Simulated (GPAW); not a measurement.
# FeO (Wuestite) (R-3m) in GPAW: a series of runs

The runs below take FeO (Wuestite) through single point, with PBE, RPBE.

Everything below comes from runs of GPAW 26.7.0. Logs are shortened: lines on timing, memory, paths and dates and some standing lists are left out, and cuts for length are marked. The log counts tension as positive stress, the text compression.

### 1 The structure

Symmetry: R-3m, No. 166, trigonal system. Conventional cell: a = 3.038 Å, b = 3.038 Å, c = 7.559 Å, α = 90.00°, β = 90.00°, γ = 120.00°. Around Fe (site symmetry -3m) lie 6 O at 2.16 Å. O (site symmetry -3m) is surrounded by 6 Fe at 2.16 Å.

### 2 Single point, PBE, collinear spin, ferromagnetic start

run.py

```python
from ase.dft.bandgap import bandgap
from ase.io import read, write
from ase.units import Bohr, GPa
from gpaw import GPAW, PW
from gpaw.elf import elf_from_dft_calculation

atoms = read('POSCAR')
atoms.set_initial_magnetic_moments([3.0, 0.0])

calc = GPAW(mode=PW(800),
            xc='PBE',
            kpts={'size': (11, 11, 11), 'gamma': True},
            occupations={'name': 'methfessel-paxton', 'order': 0, 'width': 0.05},
            nbands=17,
            convergence={'density': 1e-05, 'energy': 1e-05},
            maxiter=150,
            txt='gpaw.txt')
atoms.calc = calc
energy = atoms.get_potential_energy()
forces = atoms.get_forces()
stress = atoms.get_stress()
calc.write('gs.gpw')
write('result.traj', atoms)
print(f'Energy: {energy:.6f} eV')
print('Forces (eV/A):')
print(forces.round(4))
print('Stress (GPa):', (stress / GPa).round(3))
print('Moments:', calc.get_magnetic_moments().round(3))
print('Fermi level:', round(calc.get_fermi_level(), 4), 'eV')
print(f'Gap: {bandgap(calc)[0]:.4f} eV, direct: {bandgap(calc, direct=True)[0]:.4f} eV')

# fields on the real-space grid
write('density.cube', atoms, data=calc.get_pseudo_density() * Bohr**3)
write('potential.cube', atoms, data=calc.get_electrostatic_potential())
write('spin.cube', atoms, data=(calc.get_pseudo_density(spin=0) - calc.get_pseudo_density(spin=1)) * Bohr**3)
write('elf.cube', atoms, data=elf_from_dft_calculation(calc).data)
```

POSCAR

```
FeO
1.0
    1.5188209023      0.8768916568      2.5195772846
   -1.5188209023      0.8768916568      2.5195772846
    0.0000000000     -1.7537833136      2.5195772846
Fe O
1 1
Direct
    0.0000000000      0.0000000000      0.0000000000
    0.5000000000      0.5000000000      0.5000000000
```

Potentials or basis: GPAW PAW data sets (gpaw-data 1.2.1), pw.

Command:

```bash
> OMP_NUM_THREADS=1 python run.py
```

gpaw.txt:

```text
__  _  _
 | _ |_)|_||  |
 |__||  | ||/\| - 26.7.0

Input parameters:
  mode=PW(ecut=800.0),
  convergence={'density': 1e-05, 'energy': 1e-05},
  kpts=MonkhorstPack(size=(11, 11, 11), gamma=True),
  maxiter=150,
  nbands=17,
  occupations=Occupations(name='methfessel-paxton', order=0, width=0.05),
  xc=XC(name='PBE')

Diagonalizing LCAO Hamiltonian
Converting LCAO to pw mode

       O

       Fe

Atoms  # Å, Bohr magnetons
|   | symbol |        x |        y |        z |    initial magnetic moments |
|---|--------|----------|----------|----------|-----------------------------|
| 0 |     Fe | 0.000000 | 0.000000 | 0.000000 | ( 0.0000,  0.0000,  3.0000) |
| 1 |      O | 0.000000 | 0.000000 | 3.779366 | ( 0.0000,  0.0000,  0.0000) |

Unit cell  # Å
| periodic |         x |         y |        z |  lengths |    angles |
|----------|-----------|-----------|----------|----------|-----------|
|      yes |  1.518821 |  0.876892 | 2.519577 | 3.069858 | 59.306913 |
|      yes | -1.518821 |  0.876892 | 2.519577 | 3.069858 | 59.306913 |
|      yes |  0.000000 | -1.753783 | 2.519577 | 3.069858 | 59.306913 |

Number of symmetries: 12
Symmetry operations  # r_c * U_cc + t_c -> r_c
|    | kind |            matrix            |
|----|------|------------------------------|
|  0 |  E   |  1, 0, 0,  0, 1, 0,  0, 0, 1 |
|  1 |  σ   |  1, 0, 0,  0, 0, 1,  0, 1, 0 |
|  2 |  σ   |  0, 1, 0,  1, 0, 0,  0, 0, 1 |
|  3 |  C3  |  0, 1, 0,  0, 0, 1,  1, 0, 0 |
|  4 |  C3  |  0, 0, 1,  1, 0, 0,  0, 1, 0 |
|  5 |  σ   |  0, 0, 1,  0, 1, 0,  1, 0, 0 |
|  6 |  C2  |  0, 0,-1,  0,-1, 0, -1, 0, 0 |
|  7 |  S6  |  0, 0,-1, -1, 0, 0,  0,-1, 0 |
|  8 |  S6  |  0,-1, 0,  0, 0,-1, -1, 0, 0 |
|  9 |  C2  |  0,-1, 0, -1, 0, 0,  0, 0,-1 |
| 10 |  C2  | -1, 0, 0,  0, 0,-1,  0,-1, 0 |
| 11 |  i   | -1, 0, 0,  0,-1, 0,  0, 0,-1 |

BZ-sampling:
  Number of BZ points: 1331
  Number of IBZ points: 146

  Monkhorst-Pack size: [11, 11, 11]
  Monkhorst-Pack shift: [0, 0, 0]

K-points  # in reciprocal-cell coordinates
|     |                                coordinates |     weight |
|-----|--------------------------------------------|------------|
|   0 | (  0.00000000,   0.00000000,   0.00000000) | 0.00075131 |
|   1 | (  0.09090909,   0.00000000,  -0.09090909) | 0.00450789 |
|   2 | (  0.09090909,   0.00000000,   0.00000000) | 0.00450789 |
|   3 | (  0.09090909,   0.09090909,  -0.09090909) | 0.00450789 |
|   4 | (  0.09090909,   0.09090909,   0.00000000) | 0.00450789 |
|   5 | (  0.09090909,   0.09090909,   0.09090909) | 0.00150263 |
|   6 | (  0.18181818,  -0.09090909,  -0.09090909) | 0.00450789 |
|   7 | (  0.18181818,   0.00000000,  -0.18181818) | 0.00450789 |
|   8 | (  0.18181818,   0.00000000,  -0.09090909) | 0.00901578 |
|   9 | (  0.18181818,   0.00000000,   0.00000000) | 0.00450789 |
| ... |                                            |            |
| 145 | (  0.45454545,   0.45454545,   0.45454545) | 0.00150263 |

Plane wave coefficients: 1046
Cutoff: 800.0 eV

Spin-components: 2 (collinear spins)
Bands:           17
Projectors:      11
Spin-degeneracy: 1
Datatype:        complex128

Parallelization:
  kpt:    1
  domain: 1
  band:   1

Density:
  Valence electrons: 14.0
  Components: 2
  Grid points: [21 21 21]
  Charge: 0.0  # |e|

Potential:
  Grid points: [21 21 21]

species:
  Fe:
    name:    Iron
    Z:       26.0
    valence: 8
    core:    18
    charge:  0.0  # [|e|]
    compensation charges:
      type: gauss
      rc: 0.33  # [Å]
      lmax: 2
    cutoffs:
      filter: 2.06  # [Å]
      core: 2.67  # [Å]
    projectors
    | kind |    occ | energy [eV] | rcut [Å] |
    |------|--------|-------------|----------|
    |   4s |  2.000 |      -5.291 |    1.164 |
    |   4p |  0.000 |      -1.326 |    1.058 |
    |   3d |  6.000 |      -7.505 |    1.058 |
    |    s |        |      21.920 |    1.164 |
    |    p |        |      25.885 |    1.058 |
    |    d |        |      19.706 |    1.058 |

    Using partial waves for Fe as LCAO basis

  O:
    name:    Oxygen
    Z:       8.0
    valence: 6
    core:    2
    charge:  0.0  # [|e|]
    compensation charges:
      type: gauss
      rc: 0.21  # [Å]
      lmax: 2
    cutoffs:
      filter: 1.17  # [Å]
      core: 0.83  # [Å]
    projectors
    | kind |    occ | energy [eV] | rcut [Å] |
    |------|--------|-------------|----------|
    |   2s |  2.000 |     -23.961 |    0.688 |
    |   2p |  4.000 |      -9.029 |    0.598 |
    |    s |        |       3.251 |    0.688 |
    |    p |        |      18.182 |    0.598 |
    |    d |        |       0.000 |    0.619 |

    Using partial waves for O as LCAO basis

Reference energy: -36660.306901  # eV

eigensolver:
  PPCG
  Converge bands: occupied
  niter=2

density mixing:
  MSR1-Mixer
  Pratt-step length: 0.05
  Maximum mixing coefficient: 0.75
  Old densities: 10
  SVD Regularization: 0.005
  Good broyden scale: 1.0
  Trust region scale: 1.0
  Backstep threshold: 4.0
  History deletion threshold: 6.0
  Fourier metric: weight=20.0, sigma=0.015

occupation numbers:
  Methfessel-Paxton:
    width: 0.0500  # eV
    order: 0

poisson solver:
  ecut: 6400.0  # eV

xc functional:
  name: PBE with 2 nearest neighbor stencil

convergence criteria:
- Maximum integral of absolute [dens]ity change: 1e-05 electrons / valence electron
- Maximum [total energy] change in last 3 cyles: 1e-05 eV / valence electron
- Maximum integral of absolute [eigenst]ate change: 4e-08 eV^2 / valence electron
maximum number of iterations: 150

SCF iterations
|iter     | |      energy | eigst |  dens |  magmom |
|---------|-|-------------|-------|-------|---------|
|iter:   1| |  -16.395096 | -0.09 |       |  +3.0024|
|iter:   2| |  -16.174116 | -2.02 | -0.73 |  +3.0524|
|iter:   3| |  -15.860581 | -1.73 | -0.76 |  +3.5987|
|iter:   4| |  -15.908734 | -2.56 | -1.26 |  +3.8678|
|iter:   5| |  -15.919408 | -3.52 | -1.67 |  +4.0056|
|iter:   6| |  -15.918873 | -4.38 | -2.35 |  +4.0069|
|iter:   7| |  -15.919081 | -4.85 | -2.64 |  +4.0034|
|iter:   8| |  -15.919104 | -5.94 | -3.18 |  +4.0017|
|iter:   9| |  -15.919106c| -7.14 | -3.72 |  +4.0013|
|iter:  10| |  -15.919106c| -8.02c| -4.64 |  +4.0014|
|iter:  11| |  -15.919106c| -8.58c| -5.07c|  +4.0015|

Converged in 11 steps
Energy contributions relative to reference atoms: (reference = -36660.306901)

Energy contributions:
  Kinetic:          27.552971
  Coulomb:         -24.367680
  Zero:              0.249108
  External:          0.000000
  Xc:              -19.352529
  Entropy:          -0.001954
  Spinorbit:         0.000000
  ----------------------------
  Free energy:     -15.920083
  Extrapolated:    -15.919106

dipole moment: (0.000000, -0.000000, -18.139187)  # |e|*Ang

Total magnetic moment: (0.000000, 0.000000, 4.001498)

Local magnetic moments
|        x |        y |        z |
|----------|----------|----------|
| 0.000000 | 0.000000 | 3.547702 |  # Fe   0
| 0.000000 | 0.000000 | 0.235031 |  # O    1

Fermi level: 9.217
Eigenvalues  # (at kpt = [0.000, 0.000, 0.000])
| band index |      eig [eV] | occ [0-1] |      eig [eV] | occ [0-1] |
|------------|---------------|-----------|---------------|-----------|
|          0 |       -11.575 |     1.000 |       -11.061 |     1.000 |
|          1 |         5.238 |     1.000 |         5.773 |     1.000 |
|          2 |         5.291 |     1.000 |         5.877 |     1.000 |
|          3 |         5.338 |     1.000 |         5.877 |     1.000 |
|          4 |         5.338 |     1.000 |         8.418 |     1.000 |
|          5 |         5.355 |     1.000 |         8.506 |     1.000 |
[... 9 lines left out ...]
|         15 |        29.584 |     0.000 |        31.282 |     0.000 |
|         16 |        29.584 |     0.000 |        31.282 |     0.000 |

No gap
No difference between direct/indirect transitions

Forces  # eV/Ang
|       x |       y |        z |
|---------|---------|----------|
| 0.00000 | 0.00000 |  0.00000 |  # Fe   0
| 0.00000 | 0.00000 | -0.00000 |  # O    1

Stress tensor  # eV/Ang^3
|        x |        y |        z |
|----------|----------|----------|
| 0.000123 | 0.000000 | 0.000000 |
| 0.000000 | 0.000123 | 0.000000 |
| 0.000000 | 0.000000 | 0.004894 |

# Writing to gs.gpw (mode='')
```

Wall time 2.3 min (1 thread of Arm Neoverse V1, shared host); peak memory 0.26 GiB.

Results:

| Item | Value |
| --- | --- |
| Free energy | -15.9201 eV |
| Pressure | -0.3 GPa |
| Band gap on the k mesh | none (metal or under the smearing width) |
| Net moment | 4.00 μB per cell |
| Site moments | Fe +3.55; O +0.23 μB |

Stress tensor (GPa, compression positive):
```
-0.02  0.00  0.00
 0.00 -0.02  0.00
 0.00  0.00 -0.78
```

Caveat: a cell with one magnetic atom can't hold antiferromagnetic order, which such compounds often take; semilocal functionals often make such compounds metallic where correlation or magnetic order opens a gap, which also shifts bond lengths. With open d or f shells a metallic result of PBE can be an artefact of self-interaction; +U or a hybrid may open a gap.

### 3 Single point, RPBE, collinear spin, ferromagnetic start

run.py

```python
from ase.dft.bandgap import bandgap
from ase.io import read, write
from ase.units import GPa
from gpaw import GPAW, PW

atoms = read('FeO.xyz')
atoms.set_initial_magnetic_moments([3.0, 0.0])

calc = GPAW(mode=PW(800),
            xc='RPBE',
            kpts={'size': (11, 11, 11), 'gamma': True},
            occupations={'name': 'methfessel-paxton', 'order': 0, 'width': 0.1},
            nbands=17,
            convergence={'density': 1e-05, 'energy': 1e-05},
            maxiter=150,
            txt='gpaw.txt')
atoms.calc = calc
energy = atoms.get_potential_energy()
forces = atoms.get_forces()
stress = atoms.get_stress()
calc.write('gs.gpw')
write('result.traj', atoms)
print(f'Energy: {energy:.6f} eV')
print('Forces (eV/A):')
print(forces.round(4))
print('Stress (GPa):', (stress / GPa).round(3))
print('Moments:', calc.get_magnetic_moments().round(3))
print('Fermi level:', round(calc.get_fermi_level(), 4), 'eV')
print(f'Gap: {bandgap(calc)[0]:.4f} eV, direct: {bandgap(calc, direct=True)[0]:.4f} eV')
```

FeO.xyz

```xyz
2
Lattice="1.5188209023 0.8768916568 2.5195772846 -1.5188209023 0.8768916568 2.5195772846 0.0000000000 -1.7537833136 2.5195772846" Properties=species:S:1:pos:R:3 pbc="T T T"
Fe     0.0000000000      0.0000000000      0.0000000000
O      0.0000000000      0.0000000000      3.7793659269
```

Potentials or basis: the program's PAW data sets (release 1.2.1) made for this functional, pw.

Command:

```bash
> OMP_NUM_THREADS=1 python run.py
```

gpaw.txt:

```text
__  _  _
 | _ |_)|_||  |
 |__||  | ||/\| - 26.7.0

Input parameters:
  mode=PW(ecut=800.0),
  convergence={'density': 1e-05, 'energy': 1e-05},
  kpts=MonkhorstPack(size=(11, 11, 11), gamma=True),
  maxiter=150,
  nbands=17,
  occupations=Occupations(name='methfessel-paxton', order=0, width=0.1),
  xc=XC(name='RPBE')

Diagonalizing LCAO Hamiltonian
Converting LCAO to pw mode

       O

       Fe

Atoms  # Å, Bohr magnetons
|   | symbol |        x |        y |        z |    initial magnetic moments |
|---|--------|----------|----------|----------|-----------------------------|
| 0 |     Fe | 0.000000 | 0.000000 | 0.000000 | ( 0.0000,  0.0000,  3.0000) |
| 1 |      O | 0.000000 | 0.000000 | 3.779366 | ( 0.0000,  0.0000,  0.0000) |

Unit cell  # Å
| periodic |         x |         y |        z |  lengths |    angles |
|----------|-----------|-----------|----------|----------|-----------|
|      yes |  1.518821 |  0.876892 | 2.519577 | 3.069858 | 59.306913 |
|      yes | -1.518821 |  0.876892 | 2.519577 | 3.069858 | 59.306913 |
|      yes |  0.000000 | -1.753783 | 2.519577 | 3.069858 | 59.306913 |

Number of symmetries: 12
Symmetry operations  # r_c * U_cc + t_c -> r_c
|    | kind |            matrix            |
|----|------|------------------------------|
|  0 |  E   |  1, 0, 0,  0, 1, 0,  0, 0, 1 |
|  1 |  σ   |  1, 0, 0,  0, 0, 1,  0, 1, 0 |
|  2 |  σ   |  0, 1, 0,  1, 0, 0,  0, 0, 1 |
|  3 |  C3  |  0, 1, 0,  0, 0, 1,  1, 0, 0 |
|  4 |  C3  |  0, 0, 1,  1, 0, 0,  0, 1, 0 |
|  5 |  σ   |  0, 0, 1,  0, 1, 0,  1, 0, 0 |
|  6 |  C2  |  0, 0,-1,  0,-1, 0, -1, 0, 0 |
|  7 |  S6  |  0, 0,-1, -1, 0, 0,  0,-1, 0 |
|  8 |  S6  |  0,-1, 0,  0, 0,-1, -1, 0, 0 |
|  9 |  C2  |  0,-1, 0, -1, 0, 0,  0, 0,-1 |
| 10 |  C2  | -1, 0, 0,  0, 0,-1,  0,-1, 0 |
| 11 |  i   | -1, 0, 0,  0,-1, 0,  0, 0,-1 |

BZ-sampling:
  Number of BZ points: 1331
  Number of IBZ points: 146

  Monkhorst-Pack size: [11, 11, 11]
  Monkhorst-Pack shift: [0, 0, 0]

K-points  # in reciprocal-cell coordinates
|     |                                coordinates |     weight |
|-----|--------------------------------------------|------------|
|   0 | (  0.00000000,   0.00000000,   0.00000000) | 0.00075131 |
|   1 | (  0.09090909,   0.00000000,  -0.09090909) | 0.00450789 |
|   2 | (  0.09090909,   0.00000000,   0.00000000) | 0.00450789 |
|   3 | (  0.09090909,   0.09090909,  -0.09090909) | 0.00450789 |
|   4 | (  0.09090909,   0.09090909,   0.00000000) | 0.00450789 |
|   5 | (  0.09090909,   0.09090909,   0.09090909) | 0.00150263 |
|   6 | (  0.18181818,  -0.09090909,  -0.09090909) | 0.00450789 |
|   7 | (  0.18181818,   0.00000000,  -0.18181818) | 0.00450789 |
|   8 | (  0.18181818,   0.00000000,  -0.09090909) | 0.00901578 |
|   9 | (  0.18181818,   0.00000000,   0.00000000) | 0.00450789 |
| ... |                                            |            |
| 145 | (  0.45454545,   0.45454545,   0.45454545) | 0.00150263 |

Plane wave coefficients: 1046
Cutoff: 800.0 eV

Spin-components: 2 (collinear spins)
Bands:           17
Projectors:      11
Spin-degeneracy: 1
Datatype:        complex128

Parallelization:
  kpt:    1
  domain: 1
  band:   1

Density:
  Valence electrons: 14.0
  Components: 2
  Grid points: [21 21 21]
  Charge: 0.0  # |e|

Potential:
  Grid points: [21 21 21]

species:
  Fe:
    name:    Iron
    Z:       26.0
    valence: 8
    core:    18
    charge:  0.0  # [|e|]
    compensation charges:
      type: gauss
      rc: 0.33  # [Å]
      lmax: 2
    cutoffs:
      filter: 2.06  # [Å]
      core: 2.67  # [Å]
    projectors
    | kind |    occ | energy [eV] | rcut [Å] |
    |------|--------|-------------|----------|
    |   4s |  2.000 |      -5.218 |    1.164 |
    |   4p |  0.000 |      -1.321 |    1.058 |
    |   3d |  6.000 |      -7.447 |    1.058 |
    |    s |        |      21.993 |    1.164 |
    |    p |        |      25.890 |    1.058 |
    |    d |        |      19.764 |    1.058 |

    Using partial waves for Fe as LCAO basis

  O:
    name:    Oxygen
    Z:       8.0
    valence: 6
    core:    2
    charge:  0.0  # [|e|]
    compensation charges:
      type: gauss
      rc: 0.21  # [Å]
      lmax: 2
    cutoffs:
      filter: 1.17  # [Å]
      core: 0.83  # [Å]
    projectors
    | kind |    occ | energy [eV] | rcut [Å] |
    |------|--------|-------------|----------|
    |   2s |  2.000 |     -24.041 |    0.688 |
    |   2p |  4.000 |      -8.984 |    0.598 |
    |    s |        |       3.170 |    0.688 |
    |    p |        |      18.228 |    0.598 |
    |    d |        |       0.000 |    0.619 |

    Using partial waves for O as LCAO basis

Reference energy: -36667.692683  # eV

eigensolver:
  PPCG
  Converge bands: occupied
  niter=2

density mixing:
  MSR1-Mixer
  Pratt-step length: 0.05
  Maximum mixing coefficient: 0.75
  Old densities: 10
  SVD Regularization: 0.005
  Good broyden scale: 1.0
  Trust region scale: 1.0
  Backstep threshold: 4.0
  History deletion threshold: 6.0
  Fourier metric: weight=20.0, sigma=0.015

occupation numbers:
  Methfessel-Paxton:
    width: 0.1000  # eV
    order: 0

poisson solver:
  ecut: 6400.0  # eV

xc functional:
  name: RPBE with 2 nearest neighbor stencil

convergence criteria:
- Maximum integral of absolute [dens]ity change: 1e-05 electrons / valence electron
- Maximum [total energy] change in last 3 cyles: 1e-05 eV / valence electron
- Maximum integral of absolute [eigenst]ate change: 4e-08 eV^2 / valence electron
maximum number of iterations: 150

SCF iterations
|iter     | |      energy | eigst |  dens |  magmom |
|---------|-|-------------|-------|-------|---------|
|iter:   1| |  -15.601169 | -0.12 |       |  +3.0027|
|iter:   2| |  -15.375951 | -2.05 | -0.72 |  +3.0526|
|iter:   3| |  -15.058956 | -1.74 | -0.76 |  +3.6021|
|iter:   4| |  -15.112086 | -2.69 | -1.26 |  +3.8680|
|iter:   5| |  -15.123772 | -3.53 | -1.66 |  +4.0084|
|iter:   6| |  -15.123631 | -4.69 | -2.40 |  +4.0068|
|iter:   7| |  -15.123900 | -5.08 | -2.64 |  +4.0032|
|iter:   8| |  -15.123932 | -5.90 | -3.16 |  +4.0014|
|iter:   9| |  -15.123934c| -7.15 | -3.70 |  +4.0012|
|iter:  10| |  -15.123934c| -8.02c| -4.64 |  +4.0013|
|iter:  11| |  -15.123934c| -8.43c| -5.03c|  +4.0014|

Converged in 11 steps
Energy contributions relative to reference atoms: (reference = -36667.692683)

Energy contributions:
  Kinetic:          29.374838
  Coulomb:         -25.882828
  Zero:              0.244015
  External:          0.000000
  Xc:              -18.856396
  Entropy:          -0.007125
  Spinorbit:         0.000000
  ----------------------------
  Free energy:     -15.127497
  Extrapolated:    -15.123934

dipole moment: (0.000000, 0.000000, -18.078554)  # |e|*Ang

Total magnetic moment: (0.000000, 0.000000, 4.001374)

Local magnetic moments
|        x |        y |        z |
|----------|----------|----------|
| 0.000000 | 0.000000 | 3.558532 |  # Fe   0
| 0.000000 | 0.000000 | 0.232359 |  # O    1

Fermi level: 9.407
Eigenvalues  # (at kpt = [0.000, 0.000, 0.000])
| band index |      eig [eV] | occ [0-1] |      eig [eV] | occ [0-1] |
|------------|---------------|-----------|---------------|-----------|
|          0 |       -11.502 |     1.000 |       -10.994 |     1.000 |
|          1 |         5.387 |     1.000 |         5.922 |     1.000 |
|          2 |         5.410 |     1.000 |         6.024 |     1.000 |
|          3 |         5.474 |     1.000 |         6.024 |     1.000 |
|          4 |         5.474 |     1.000 |         8.617 |     1.000 |
|          5 |         5.486 |     1.000 |         8.705 |     1.000 |
[... 9 lines left out ...]
|         15 |        29.917 |     0.000 |        31.648 |     0.000 |
|         16 |        29.917 |     0.000 |        31.648 |     0.000 |

No gap
No difference between direct/indirect transitions

Forces  # eV/Ang
|       x |        y |       z |
|---------|----------|---------|
| 0.00000 | -0.00000 | 0.00000 |  # Fe   0
| 0.00000 |  0.00000 | 0.00000 |  # O    1

Stress tensor  # eV/Ang^3
|         x |         y |         z |
|-----------|-----------|-----------|
| -0.036581 | -0.000000 |  0.000000 |
| -0.000000 | -0.036581 |  0.000000 |
| -0.000000 |  0.000000 | -0.031689 |

# Writing to gs.gpw (mode='')
```

Run time: 2.3 min. Hardware: 1 thread of Arm Neoverse V1, shared host; peak memory 0.26 GiB.

Results:

```yaml
Free_energy: -15.1275 eV
Pressure: 5.6 GPa
Band_gap_on_the_k_mesh: none (metal or under the smearing width)
Net_moment: 4.00 μB per cell
Site_moments: Fe +3.56; O +0.23 μB
```

Stress tensor (GPa, compression positive):
```
5.86 0.00 0.00
0.00 5.86 0.00
0.00 0.00 5.08
```

Levels at points of the mesh, in eV from the Fermi level:
Spin up:
```tsv
k point	band 5	band 6	band 7	band 8	band 9	band 10	band 11	band 12	band 13
(0.00, 0.00, 0.00)	-3.93	-3.92	-3.92	-3.76	-3.76	-0.10	15.24	16.58	16.99
```
Spin down:
```tsv
k point	band 1	band 2	band 3	band 4	band 5	band 6	band 7	band 8	band 9	band 10
(0.00, 0.00, 0.00)	-20.40	-3.49	-3.38	-3.38	-0.79	-0.70	-0.70	0.26	0.26	0.71
```

Caveat: a cell with one magnetic atom can't hold antiferromagnetic order, which such compounds often take; semilocal functionals often make such compounds metallic where correlation or magnetic order opens a gap, which also shifts bond lengths.
